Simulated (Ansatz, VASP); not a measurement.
## One calculation of BAs, two programs

```
B As
1.0
     0.00000    2.29136    2.29136
     2.29136    0.00000    2.29136
     2.29136    2.29136    0.00000
B As
1 1
Direct
  0.00000 0.00000 0.00000
  0.50000 0.50000 0.50000
```

Change from the starting cell: volume scaled by 0.98.

Alike in both runs: task single point; functional PBE; k mesh 14 × 14 × 14; occupations fermi-dirac, width 0.05 eV; no spin polarisation.

|  | VASP | Ansatz |
| --- | --- | --- |
| version | VASP 6.6.1 | Ansatz 0.2.0 |
| potentials or method | VASP PAW PBE potentials, release 64 (B, As), cutoff 520 eV | all-electron LAPW, scalar-relativistic |

|  | VASP | Ansatz | Ansatz less VASP |
| --- | --- | --- | --- |
| pressure (GPa) | 3.1 | 2.7 | -0.38 |

Ansatz ran all-electron here, so the differences hold the error of VASP's frozen core and of both bases.
